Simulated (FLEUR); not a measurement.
# C (Fd-3m) in FLEUR: further runs, part 2 of 2

FLEUR MaX-R8.1 (later development tree).

## (3) Equation of state, LDA (Wigner correlation), 5.33 Å³/atom (volume scaled by 0.94)

The input, inp.xml:

```xml
<?xml version="1.0" encoding="UTF-8" standalone="no"?>
<fleurInput fleurInputVersion="0.39">
   <comment>
      C                                                                                                   
   </comment>
   <calculationSetup>
      <cutoffs Kmax="5.34" Gmax="16.6" GmaxXC="16.6" numbands="0"/>
      <scfLoop itmax="60" minDistance="0.00001" maxIterBroyd="15" imix="Anderson" alpha="0.05" precondParam="0.0" spinf="2.0" sdNocoIR="T"/>
      <coreElectrons ctail="T" frcor="F" kcrel="0" coretail_lmax="0"/>
      <xcFunctional name="wign" relativisticCorrections="F"/>
      <magnetism jspins="1"/>
      <soc l_soc="F" theta="0.0" phi="0.0" spav="F"/>
      <expertModes spex="0" secvar="F"/>
      <geometryOptimization l_f="F" forcealpha="1.0" forcemix="BFGS" epsdisp="0.00001" epsforce="0.00001"/>
      <ldaU l_linMix="F" mixParam="0.05" spinf="1.0"/>
   </calculationSetup>
   <cell>
      <bzIntegration valenceElectrons="8.0" mode="hist" fermiSmearingEnergy="0.00183747">
         <kPointListSelection listName="default-1"/>
         <!-- k-points included here -->
         <xi:include xmlns:xi="http://www.w3.org/2001/XInclude" href="kpts.xml"> </xi:include>
      </bzIntegration>
      <!-- symmetry operations included here -->
      <xi:include xmlns:xi="http://www.w3.org/2001/XInclude" href="sym.xml"> </xi:include>
      <bulkLattice scale="0.9795861087">
         <bravaisMatrix>
            <row-1>    0.0000000000000000     3.3700808788279017     3.3700808788279017</row-1>
            <row-2>    3.3700808788279017     0.0000000000000000     3.3700808788279017</row-2>
            <row-3>    3.3700808788279017     3.3700808788279017     0.0000000000000000</row-3>
         </bravaisMatrix>
      </bulkLattice>
   </cell>
   <atomSpecies>
      <species name="Carbon (C)" element="C" atomicNumber="6">
         <mtSphere radius="1.31" gridPoints="447" logIncrement="0.023"/>
         <atomicCutoffs lmax="8" lnonsphr="6"/>
         <electronConfig flipSpins="F">
            <coreConfig>(1s1/2)</coreConfig>
            <valenceConfig>(2s1/2) (2p1/2) (2p3/2)</valenceConfig>
            <stateOccupation state="(2p1/2)" spinUp="0.333333" spinDown="0.333333"/>
            <stateOccupation state="(2p3/2)" spinUp="0.666667" spinDown="0.666667"/>
         </electronConfig>
         <energyParameters s="2" p="2" d="3" f="4"/>
         <lo type="SCLO" l="0" n="2" eDeriv="2"/>
         <lo type="SCLO" l="1" n="2" eDeriv="2"/>
         <lo type="SCLO" l="2" n="3" eDeriv="2"/>
      </species>
   </atomSpecies>
   <atomGroups>
      <atomGroup species="Carbon (C)">
         <relPos label="                   1">-3.000/8.000 -3.000/8.000 -3.000/8.000</relPos>
         <relPos label="                   2">3.000/8.000 3.000/8.000 3.000/8.000</relPos>
         <force calculate="T" relaxXYZ="TTT"/>
      </atomGroup>
   </atomGroups>
   <output dos="F" band="F" slice="F">
      <checks vchk="F" cdinf="F"/>
      <bandDOS minEnergy="-.5*Htr" maxEnergy="0.5*Htr" sigma="0.015" storeEVData="T"/>
      <vacuumDOS vacdos="F" integ="F" star="F" nstars="0" locx1="0.0" locy1="0.0" locx2="0.0" locy2="0.0" nstm="0" tworkf="0.0"/>
      <unfoldingBand unfoldBand="F" supercellX="1" supercellY="1" supercellZ="1"/>
      <plotting iplot="0" polar="F">
         <plot TwoD="T" vec1="  1.0  0.0  0.0" vec2="  0.0  1.0  0.0" vec3="  0.0  0.0  1.0" zero="  0.0  0.0  0.0" file="plot"/>
      </plotting>
      <chargeDensitySlicing numkpt="0" minEigenval="0.0" maxEigenval="0.0" nnne="0" pallst="F"/>
      <specialOutput eonly="F"/>
      <moessbauerParams electricFieldGradient="T" isomerShift="T" coreHyperfine="T" valenceHyperfine="T"/>
      <magneticCircularDichroism mcd="F" energyLo="-10.0" energyUp="0.0"/>
   </output>
  <!-- We include the file relax.xml here to enable relaxations (see documentation) -->
  <xi:include xmlns:xi="http://www.w3.org/2001/XInclude" href="relax.xml"> <xi:fallback/> </xi:include>
</fleurInput>
```

Potentials or basis: all-electron, FLAPW.

On the command line:

```console
> inpgen -f crystal.txt -profile fastHighL
> # inp.xml edited to the form shown
> fleur_MPI
```

Output:

```text
Welcome to FLEUR        (www.flapw.de)
      MaX-Release 8.1          (www.max-centre.eu)

 ========== k-point set info ==========
 Selected k-point list: default-1
 k-point list type: mesh
 13 x 13 x 13
 Number of k points: 84

 ------------Calculation Setup---------------------------
 Number of MPI-tasks      :            1
 Number of PE/node        :            1
 Number of OMP-threads    :            1
 Most efficient MPI parallelization for:
           1           2           3           4           6           7          12          14          21          28          42          84
 Additional eigenvalue parallelization possible
 Number of basis functions:          224
 Approximate size of matrices (H+S) per k-point:         0.001 GB
 --------------------------------------------------------
 Iteration:     1   Distance:      28.94732456 me/bohr^3
 Iteration:     2   Distance:      27.22428457 me/bohr^3
 Iteration:     3   Distance:       4.49374917 me/bohr^3
 Iteration:     4   Distance:       2.10287818 me/bohr^3
 Iteration:     5   Distance:       0.28290329 me/bohr^3
 Iteration:     6   Distance:       0.06125238 me/bohr^3
 Iteration:     7   Distance:       0.00886542 me/bohr^3
 Iteration:     8   Distance:       0.00071892 me/bohr^3
 Iteration:     9   Distance:       0.00027290 me/bohr^3
 Iteration:    10   Distance:       0.00000344 me/bohr^3

 ********************************************************************
 Run finished successfully
 Stop message:
   all done
 ********************************************************************
```

out.xml (last iteration):

```text
<iteration numberForCurrentRun="   10" overallNumber="   10">
         <energyParameters units="Htr">
            <atomicEP atomType="1" spin="1" branch="2s" branchLowest="-9.13" branchHighest="3.11" value="-0.2691875375"/>
            <atomicEP atomType="1" spin="1" branch="2p" branchLowest="-9.99" branchHighest="2.53" value="-0.0788353378"/>
            <atomicEP atomType="1" spin="1" branch="3d" branchLowest="-9.99" branchHighest="7.40" value="0.1218953122"/>
[... 61 lines left out ...]
            </atomTypeDependentContributions>
            <tkbTimesEntropy value="0.0000000000"/>
            <freeEnergy value="-75.4285818843"/>
            <extrapolationTo0K value="-75.4285818843"/>
         </totalEnergy>
         <densityConvergence units="me/bohr^3">
            <chargeDensity spin="1" distance="0.0000034404"/>
         </densityConvergence>
      </iteration>
```

Run time: 6.3 s. Hardware: 1 thread of Intel Xeon 6975P-C (Granite Rapids), shared host; peak memory 0.08 GiB.

Results:

* Free energy: -2052.5163 eV
* Band gap on the k mesh: 4.18 eV, indirect (least direct gap 5.69 eV)
* Valence electrons inside the program's atomic spheres: C 2.01 (radii C 1.31 bohr)

Caveat: an odd mesh through Γ misses points on the zone boundary, where band edges often lie.

## (4) Equation of state, LDA (Wigner correlation), 5.44 Å³/atom (volume scaled by 0.96)

Changes to inp.xml since step 3:

```diff
@@ -24,3 +24,3 @@
       <xi:include xmlns:xi="http://www.w3.org/2001/XInclude" href="sym.xml"> </xi:include>
-      <bulkLattice scale="0.9795861087">
+      <bulkLattice scale="0.9864848297">
          <bravaisMatrix>
```

On the command line:

```console
> inpgen -f crystal.txt -profile fastHighL
> # inp.xml edited to the form shown
> fleur_MPI
```

It took 6.4 s on 1 thread of Intel Xeon 6975P-C (Granite Rapids), shared host; peak memory 0.08 GiB.

Results (log left out):

| Item | Value |
| --- | --- |
| Free energy | -2052.5518 eV |
| Band gap on the k mesh | 4.13 eV, indirect (least direct gap 5.63 eV) |
| Valence electrons inside the program's atomic spheres | C 1.99 (radii C 1.31 bohr) |

Caveat: an odd mesh through Γ misses points on the zone boundary, where band edges often lie.

## (5) Equation of state, LDA (Wigner correlation), 5.67 Å³/atom

Changes to inp.xml since step 4:

```diff
@@ -24,3 +24,3 @@
       <xi:include xmlns:xi="http://www.w3.org/2001/XInclude" href="sym.xml"> </xi:include>
-      <bulkLattice scale="0.9864848297">
+      <bulkLattice scale="1.0000000000">
          <bravaisMatrix>
```

On the command line:

```console
> inpgen -f crystal.txt -profile fastHighL
> # inp.xml edited to the form shown
> fleur_MPI
```

Run time: 6.6 s. Hardware: 1 thread of Intel Xeon 6975P-C (Granite Rapids), shared host; peak memory 0.08 GiB.

The run converged. Its results:

* Free energy: -2052.5790 eV
* Band gap on the k mesh: 4.03 eV, indirect (least direct gap 5.51 eV)
* Valence electrons inside the program's atomic spheres: C 1.95 (radii C 1.31 bohr)

Caveat: an odd mesh through Γ misses points on the zone boundary, where band edges often lie.

## (6) Equation of state, LDA (Wigner correlation), 5.90 Å³/atom (volume scaled by 1.04)

Changes to inp.xml since step 5:

```diff
@@ -24,3 +24,3 @@
       <xi:include xmlns:xi="http://www.w3.org/2001/XInclude" href="sym.xml"> </xi:include>
-      <bulkLattice scale="1.0000000000">
+      <bulkLattice scale="1.0131594038">
          <bravaisMatrix>
```

Potentials or basis: all-electron, FLAPW.

On the command line:

```console
> inpgen -f crystal.txt -profile fastHighL
> # inp.xml edited to the form shown
> fleur_MPI
```

Wall time 6.8 s (1 thread of Intel Xeon 6975P-C (Granite Rapids), shared host); peak memory 0.08 GiB.

It converged, with:

| Item | Value |
| --- | --- |
| Free energy | -2052.5563 eV |
| Band gap on the k mesh | 3.94 eV, indirect (least direct gap 5.40 eV) |
| Valence electrons inside the program's atomic spheres | C 1.92 (radii C 1.31 bohr) |

Caveat: an odd mesh through Γ misses points on the zone boundary, where band edges often lie.

## (7) Equation of state, LDA (Wigner correlation), 6.01 Å³/atom (volume scaled by 1.06)

Changes to inp.xml since step 6:

```diff
@@ -24,3 +24,3 @@
       <xi:include xmlns:xi="http://www.w3.org/2001/XInclude" href="sym.xml"> </xi:include>
-      <bulkLattice scale="1.0131594038">
+      <bulkLattice scale="1.0196128224">
          <bravaisMatrix>
```

On the command line:

```console
> inpgen -f crystal.txt -profile fastHighL
> # inp.xml edited to the form shown
> fleur_MPI
```

Run time: 7 s. Hardware: 1 thread of Intel Xeon 6975P-C (Granite Rapids), shared host; peak memory 0.08 GiB.

The run converged. Its results:

```yaml
Free_energy: -2052.5289 eV
Band_gap_on_the_k_mesh: 3.90 eV, indirect (least direct gap 5.35 eV)
Valence_electrons_inside_the_program's_atomic_spheres: C 1.90 (radii C 1.31 bohr)
```

Caveat: an odd mesh through Γ misses points on the zone boundary, where band edges often lie.

## (8) Equation of state, LDA (Wigner correlation)

Potentials or basis: all-electron, FLAPW.

This step only gathers the single runs of the series.

What came out:

```
Equilibrium volume                      : 5.68 Å³/atom
Bulk modulus                            : 439 GPa
Pressure derivative of the bulk modulus : 3.6 (rough: it moves with the points fitted)
```

Energy against volume, from the lowest point:
```csv
volume (Å³/atom),energy (meV/atom)
5.332,31.35
5.445,13.61
5.672,0.00
5.899,11.32
6.012,25.04
```

## (9) How close it comes

Step 8. Against the measured bulk modulus of C, 442 GPa (quoted in “Equation of state of cubic boron nitride at high pressures and temperatures”, 2007, arxiv:cond-mat/0702656), the calculated 439 GPa is off by -0.7 %. 3 values of this kind are on record (442 to 444.8 GPa); this one was drawn at random among those near their median, those with a stated uncertainty first. The fit is for a static lattice scaled at fixed shape and fixed fractional positions. The cell as given is a measured one (5.67 Å³/atom); LDA (Wigner correlation) puts the equilibrium volume +0.1 % from it, thermal expansion not counted.
